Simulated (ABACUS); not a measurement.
# Al (Fm-3m) in ABACUS: reference runs

Aim: a first look at Al with PBEsol, on the cell as given and on a disturbed one.

Program: ABACUS 3.10.1. These are calculated values, not measurements. Logs are shortened: lines on timing, memory, paths and dates and some standing lists are left out, and cuts for length are marked.

### Step 1. Starting point

It takes space group Fm-3m (No. 225, cubic). The conventional cell has a = 4.050 Å, b = 4.050 Å, c = 4.050 Å, α = 90.00°, β = 90.00°, γ = 90.00°. Around Al (site symmetry m-3m) lie 12 Al at 2.86 Å.

### Step 2. Single point, PBEsol

INPUT reads:

```
INPUT_PARAMETERS
suffix              Al
calculation         scf
basis_type          pw
pseudo_dir          ./
symmetry            1
dft_functional      pbesol
ecutwfc             41
pseudo_rcut         7
nspin               1
nbands              6
ks_solver           dav
smearing_method     fd
smearing_sigma      0.00367493
scf_thr             1e-08
scf_nmax            100
mixing_type         broyden
mixing_beta         0.7
cal_force           1
cal_stress          1
kpar                4
```

STRU reads:

```
ATOMIC_SPECIES
Al 26.9815 Al.upf

LATTICE_CONSTANT
1.8897261246

LATTICE_VECTORS
0.0000000000 2.0248050000 2.0248050000
2.0248050000 0.0000000000 2.0248050000
2.0248050000 2.0248050000 0.0000000000

ATOMIC_POSITIONS
Direct

Al
0.0
1
0.0000000000 0.0000000000 0.0000000000 1 1 1
```

KPT reads:

```
K_POINTS
0
Gamma
11 11 11 0 0 0
```

Potentials or basis: PseudoDojo NC SR 0.4.1 PBEsol standard, plane waves.

Started as:

```
> OMP_NUM_THREADS=1 mpirun -np 4 abacus > log
```

running log:

```text
ABACUS v3.10.1

               Atomic-orbital Based Ab-initio Computation at UStc

 ------------------------------------------------------------------------------------

 READING GENERAL INFORMATION
                           global_out_dir = OUT.Al/
                           global_in_card = INPUT
                               pseudo_dir = ./
                              orbital_dir =
                                    DSIZE = 4
                                    GSIZE = 1

 READING UNITCELL INFORMATION
                                    ntype = 1
                  lattice constant (Bohr) = 1.88973
              lattice constant (Angstrom) = 1

 READING ATOM TYPE 1
                               atom label = Al
                      L=0, number of zeta = 1
                      L=1, number of zeta = 1
                      L=2, number of zeta = 1
             number of atom for this type = 1

                        TOTAL ATOM NUMBER = 1
DIRECT COORDINATES
    atom                   x                   y                   z     mag                  vx                  vy                  vz
taud_Al1            0.0000000000        0.0000000000        0.0000000000  0.0000        0.0000000000        0.0000000000        0.0000000000

                          Volume (Bohr^3) = 112.041
                             Volume (A^3) = 16.6027

 Lattice vectors: (Cartesian coordinate: in unit of a_0)
                   +0            +2.02481            +2.02481
             +2.02481                  +0            +2.02481
             +2.02481            +2.02481                  +0
 Reciprocal vectors: (Cartesian coordinate: in unit of 2 pi/a_0)
            -0.246937           +0.246937           +0.246937
            +0.246937           -0.246937           +0.246937
            +0.246937           +0.246937           -0.246937
 The esolver type has been set to : ksdft_pw

                PAO radial cut off (Bohr) = 7

 Read in pseudopotential file is Al.upf
                     pseudopotential type = NC
          exchange-correlation functional = PBESOL
                 nonlocal core correction = 1
                        valence electrons = 3
                                     lmax = 2
                           number of zeta = 2
                     number of projectors = 6
                           L of projector = 0
                           L of projector = 0
                           L of projector = 1
                           L of projector = 1
                           L of projector = 2
                           L of projector = 2
     initial pseudo atomic orbital number = 4

 SETUP THE ELECTRONS NUMBER
            electron number of element Al = 3
      total electron number of element Al = 3
            AUTOSET number of electrons:  = 3
                           occupied bands = 2
                                   NBANDS = 6
                                   NLOCAL = 9

 SETUP THE PLANE WAVE BASIS
 energy cutoff for charge/potential (unit:Ry) = 164
            fft grid for charge/potential = [ 24, 24, 24 ]
                        fft grid division = [ 1, 1, 1 ]
        big fft grid for charge/potential = [ 24, 24, 24 ]
                                     nbxx = 13824
                                     nrxx = 13824

 SETUP PLANE WAVES FOR CHARGE/POTENTIAL
                    number of plane waves = 3943
                         number of sticks = 337

 PARALLEL PW FOR CHARGE/POTENTIAL
     PROC   COLUMNS(POT)             PW
        1            337           3943
 --------------- sum -------------------
        1            337           3943
                            number of |g| = 83
                                  max |g| = 14.8177
                                  min |g| = 0

----------- Double Check Mixing Parameters Begin ------------
mixing_type: broyden
mixing_beta: 0.7
mixing_gg0: 1
mixing_gg0_min: 0.1
mixing_ndim: 8
----------- Double Check Mixing Parameters End ------------

 LATTICE VECTORS: (CARTESIAN COORDINATE: IN UNIT OF A0)
                   +0            +2.02481            +2.02481
             +2.02481                  +0            +2.02481
             +2.02481            +2.02481                  +0
                       right hand lattice = 1
                                   NORM_A = 2.86351
                                   NORM_B = 2.86351
                                   NORM_C = 2.86351
                           ALPHA (DEGREE) = 60
                           BETA  (DEGREE) = 60
                           GAMMA (DEGREE) = 60

 The lattice vectors have been changed (STRU_SIMPLE.cif)

(for optimal symmetric configuration:)
                             BRAVAIS TYPE = 3
                     BRAVAIS LATTICE NAME = 03. Cubic F (face-centered)
                                    ibrav = 3
                                    IBRAV = 3
                                  BRAVAIS = FACE CENTERED CUBIC
                       LATTICE CONSTANT A = 4.04961
Original cell was already a primitive cell.
                        ROTATION MATRICES = 48
              PURE POINT GROUP OPERATIONS = 48
                   SPACE GROUP OPERATIONS = 48
                              POINT GROUP = O_h
               POINT GROUP IN SPACE GROUP = O_h

 SETUP K-POINTS
                                    nspin = 1
                   Input type of k points = Monkhorst-Pack(Gamma)
                                   nkstot = 1331
                       right hand lattice = 1
(for reciprocal lattice: )
                             BRAVAIS TYPE = 2
                     BRAVAIS LATTICE NAME = 02. Cubic I (body-centered)
                                    ibrav = 2
                       right hand lattice = 1
(for k-lattice: )
                             BRAVAIS TYPE = 2
                     BRAVAIS LATTICE NAME = 02. Cubic I (body-centered)
                                    ibrav = 2
                       right hand lattice = 1
                        ROTATION MATRICES = 48
                               nkstot_ibz = 56
K-POINTS REDUCTION ACCORDING TO SYMMETRY
     IBZ    DIRECT_X    DIRECT_Y    DIRECT_Z  WEIGHT  ibz2bz
       1  0.00000000  0.00000000  0.00000000  0.0008       0
       2  0.09090909  0.09090909  0.09090909  0.0060       1
       3  0.18181818  0.18181818  0.18181818  0.0060       2
       4  0.27272727  0.27272727  0.27272727  0.0060       3
       5  0.36363636  0.36363636  0.36363636  0.0060       4
       6  0.45454545  0.45454545  0.45454545  0.0060       5
[... 22 lines left out ...]
      29 -0.36363636  0.36363636  0.36363636  0.0180      40
      30 -0.45454545  0.27272727  0.27272727  0.0090      41
[... 26 further k points ...]

                               nkstot now = 56
[... K-POINTS DIRECT COORDINATES: 56 rows ...]

           k-point number in this process = 14
       minimum distributed K point number = 14
[... stars of the k points ...]

[... K-POINTS CARTESIAN COORDINATES: 14 rows ...]

[... K-POINTS DIRECT COORDINATES: 14 rows ...]

 SETUP PLANE WAVES FOR WAVE FUNCTIONS
     energy cutoff for wavefunc (unit:Ry) = 41
              fft grid for wave functions = [ 24, 24, 24 ]
                    number of plane waves = 869
                         number of sticks = 121

 PARALLEL PW FOR WAVE FUNCTIONS
     PROC   COLUMNS(POT)             PW
        1            121            869
 --------------- sum -------------------
        1            121            869

 SETUP NONLOCAL PSEUDOPOTENTIALS IN PLANE WAVE BASIS
 Al non-local projectors:
 projector 1 L=0
 projector 2 L=0
 projector 3 L=1
 projector 4 L=1
 projector 5 L=2
 projector 6 L=2
      TOTAL NUMBER OF NONLOCAL PROJECTORS = 18

 Init Non-Local PseudoPotential table :
 Init Non-Local-Pseudopotential done.

                                     npwx = 531

 Make real space PAO into reciprocal space.
       max mesh points in Pseudopotential = 701
     dq(describe PAO in reciprocal space) = 0.01
                                    max q = 773

 number of pseudo atomic orbitals for Al is 2
WARNING: norm of atomic wavefunction # 1 of atomic type Al is 0.99922, renormalized
WARNING: norm of atomic wavefunction # 2 of atomic type Al is 0.98516, renormalized

 -------------------------------------------
 SELF-CONSISTENT
 -------------------------------------------
                                 init_chg = atomic

 PW ALGORITHM --------------- ION=   1  ELEC=   1--------------------------------
 Notice: Threshold on eigenvalues was too large.
 hsover_error=0.03 > DRHO=0.00577679
 Origin diag ethr = 0.01
 New diag ethr = 0.00019256

 Density error is 0.00577821512785
                          Error Threshold = 0.000192559686695
----------------------------------------------------------
     Energy           Rydberg                 eV
----------------------------------------------------------
 E_KohnSham     -4.6408761098        -63.1423588060
 E_Harris       -4.6216310373        -62.8805161612
 E_Fermi        0.5765855935         7.8448494559
----------------------------------------------------------
[... 39 lines left out ...]
 Density error is 6.09791491316e-11
                          Error Threshold = 1.90546462056e-09
----------------------------------------------------------
     Energy           Rydberg                 eV
----------------------------------------------------------
 E_KohnSham     -4.6407298585        -63.1403689537
 E_KS(sigma->0) -4.6405828740        -63.1383691277
 E_Harris       -4.6407302240        -63.1403739276
 E_band         0.7494315720         10.1965396399
 E_one_elec     2.9062700540         39.5418326608
 E_Hartree      0.0071267492         0.0969643967
 E_xc           -2.1617477570        -29.4120871345
 E_Ewald        -5.3920849356        -73.3630792248
 E_entropy(-TS) -0.0002939689        -0.0039996519
 E_descf        0.0000000000         0.0000000000
 E_exx          0.0000000000         0.0000000000
 E_Fermi        0.5746252145         7.8181771319
----------------------------------------------------------

 charge density convergence is achieved
 final etot is -63.140368954 eV
 EFERMI = 7.8181771319 eV

 STATE ENERGY(eV) AND OCCUPATIONS    NSPIN == 1
 1/14 kpoint (Cartesian) = 0.0000 0.0000 0.0000 (531 pws)
       1       -3.28104     0.00150263
       2        20.3801        0.00000
       3        20.3801        0.00000
       4        20.3801        0.00000
       5        21.7733        0.00000
       6        21.7733        0.00000

 2/14 kpoint (Cartesian) = 0.022449 0.022449 0.022449 (522 pws)
       1       -3.05755      0.0120210
       2        17.4586    2.20833e-86
       3        19.7220        0.00000
       4        19.7220        0.00000
       5        22.4823        0.00000
       6        22.7661        0.00000
[... 25 lines left out ...]
 6/14 kpoint (Cartesian) = 0.11224 0.11224 0.11224 (489 pws)
       1        2.20512      0.0120210
       2        4.56979      0.0120210
       3        18.8593        0.00000
       4        18.8593        0.00000
       5        19.5730        0.00000
       6        19.5730        0.00000

[... levels at 8 further k points ...]

------------------------------------------------------------------------------------------
 TOTAL-FORCE (eV/Angstrom)
------------------------------------------------------------------------------------------
                       Al1         0.0000000000         0.0000000000         0.0000000000
------------------------------------------------------------------------------------------

----------------------------------------------------------------
 TOTAL-STRESS (KBAR)
----------------------------------------------------------------
       -20.6103817899        -0.0000000000        -0.0000000000
        -0.0000000000       -20.6103817899         0.0000000000
        -0.0000000000         0.0000000000       -20.6103817899
----------------------------------------------------------------
 TOTAL-PRESSURE: -20.610382 KBAR

 --------------------------------------------
 !FINAL_ETOT_IS -63.1403689536648116 eV
 --------------------------------------------
```

Wall time 0.93 s (4 MPI ranks of Intel Xeon 6975P-C (Granite Rapids), shared host); peak memory 0.2 GiB.

What came out:

```
Free energy            : -63.1404 eV
Pressure               : -2.1 GPa
Band gap on the k mesh : none (metal or under the smearing width)
```

Levels at points of the mesh, in eV from the Fermi level:
| k point | band 1 | band 2 | band 3 |
| --- | --- | --- | --- |
| (0.00, 0.00, 0.00) | -11.10 | 12.56 | 12.56 |

### Step 3. Single point, PBEsol (cell strained at random at fixed volume)

Changes to INPUT since step 2:

```diff
@@ -20,2 +20,4 @@
 cal_stress          1
-kpar                4
+out_chg             1
+out_pot             2
+out_elf             1
```

STRU reads:

```
ATOMIC_SPECIES
Al 26.9815 Al.upf

LATTICE_CONSTANT
1.8897261246

LATTICE_VECTORS
0.0478940000 1.9691420000 2.0268530000
2.0432560000 -0.0083540000 2.0831010000
2.0405820000 2.0227150000 -0.0056790000

ATOMIC_POSITIONS
Direct

Al
0.0
1
0.0059780000 -0.0131190000 0.0211680000 1 1 1
```

KPT is that of step 2.

Potentials or basis: PseudoDojo NC SR 0.4.1 PBEsol standard, plane waves.

Started as:

```
> OMP_NUM_THREADS=1 mpirun -np 4 abacus > log
```

It took 9.5 s on 4 MPI ranks of Intel Xeon 6975P-C (Granite Rapids), shared host; peak memory 0.2 GiB.

The run converged. Its results:

| Quantity | Value |
| --- | --- |
| Free energy | -63.1351 eV |
| Pressure | -1.9 GPa |
| Band gap on the k mesh | none (metal or under the smearing width) |

Stress tensor (GPa, compression positive):
```
-0.98 -0.73 -1.16
-0.73 -1.07  1.52
-1.16  1.52 -3.54
```

Levels at points of the mesh, in eV from the Fermi level:
```csv
k point,band 1,band 2,band 3
"(0.00, 0.00, 0.00)",-11.13,11.99,12.26
```
